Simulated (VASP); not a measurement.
# SrO in VASP: how settings move the PBE single point

The PBE single point of SrO built on the rocksalt prototype, under -3.0 % equal strain in all directions is repeated with altered inputs. Which of them can be trusted?

Program: VASP 6.6.1. PAW datasets, plane waves. Calculated at 0 K for a non-magnetic cell.

## (1) Starting point

The cell comes from an earlier relaxation with r2SCAN in another program.

The symmetry is Fm-3m (No. 225, cubic); conventional cell a = 5.005 Å, 15.67 Å³ an atom. Around Sr lie 6 O at 2.50 Å; around O lie 6 Sr at 2.50 Å.

Structure file:

```xyz
2
Lattice="0.0000 2.5025 2.5025 2.5025 0.0000 2.5025 2.5025 2.5025 0.0000" Properties=species:S:1:pos:R:3 pbc="T T T"
Sr    0.0000    0.0000    0.0000
O     2.5025    2.5025    2.5025
```

## (2) Baseline

INCAR

```
ENCUT = 520.000000
SIGMA = 0.020000
EDIFF = 1.00e-07
GGA = PE
PREC = Accurate
IBRION = -1
ISIF = 2
ISMEAR = -1
NBANDS = 15
NELM = 120
NSW = 0
LASPH = .TRUE.
LCHARG = .FALSE.
LWAVE = .FALSE.
LREAL = .FALSE.
```

KPOINTS

```
KPOINTS created by Atomic Simulation Environment
0
Gamma
8 8 8
0 0 0
```

POSCAR

```
Sr O
 1.0000000000000000
     0.0000000000000000    2.5024955561000000    2.5024955561000000
     2.5024955561000000    0.0000000000000000    2.5024955561000000
     2.5024955561000000    2.5024955561000000    0.0000000000000000
 Sr  O
   1   1
Cartesian
  0.0000000000000000  0.0000000000000000  0.0000000000000000
  2.5024955561000000  2.5024955561000000  2.5024955561000000
```

A file KPOINTS_OPT adds named points for the levels; it doesn't enter the self-consistent loop.

Potentials: the recommended PBE PAW datasets, 16 valence electrons.

Command:

```
mpirun -np 1 vasp_std
```

## (3) Altered input 1

INCAR

```
EDIFF = 1.00e-07
GGA = PE
PREC = Accurate
IBRION = -1
ISIF = 2
NBANDS = 15
NELM = 120
NSW = 0
LCHARG = .FALSE.
LWAVE = .FALSE.
LREAL = .FALSE.
ENCUT = 500
ISMEAR = 1
SIGMA = 0.05
LASPH = .FALSE.
```

KPOINTS is that of step 2.

POSCAR is that of step 2.

## (4) Altered input 2

INCAR: that of step 2 with these lines changed.

```diff
@@ -3,3 +3,2 @@
 EDIFF = 1.00e-07
-GGA = PE
 PREC = Accurate
@@ -15 +14,3 @@
 LREAL = .FALSE.
+GGA = RP
+ISYM = 1
```

KPOINTS is that of step 2.

POSCAR is that of step 2.

## (5) Altered input 3

INCAR: that of step 2 with these lines changed.

```diff
@@ -3,3 +3,2 @@
 EDIFF = 1.00e-07
-GGA = PE
 PREC = Accurate
@@ -15 +14,3 @@
 LREAL = .FALSE.
+NELECT = 16.5
+METAGGA = TPSS
```

KPOINTS is that of step 2.

POSCAR is that of step 2.

What does the calculation give? Wanted: for each run, changed; ending; energy change; pressure; electronic steps; usable.

The runs gave:

| run | changed | ending | energy change (meV/atom) | pressure (GPa) | gap on the mesh (eV; negative: overlap) | electronic steps | time | usable |
| --- | --- | --- | --- | --- | --- | --- | --- | --- |
| ref. | – | converged | 0 | 13.0 | 3.20 | 15 | 16 s | yes |
| 1 | ENCUT = 500, ISMEAR = 1, SIGMA = 0.05, LASPH = .FALSE. | converged | 0.0 | 12.9 | 3.20 | 15 | 12 s | yes |
| 2 | GGA = RP, ISYM = 1 | converged | – | 16.4 | 3.32 | 13 | 10 s | yes |
| 3 | NELECT = 16.5, METAGGA = TPSS | converged | – | 25.7 | – | 18 | 54 s | no |

Of 3 altered inputs, 1 ended normally on a faulty or unsound input, 2 gave usable results.
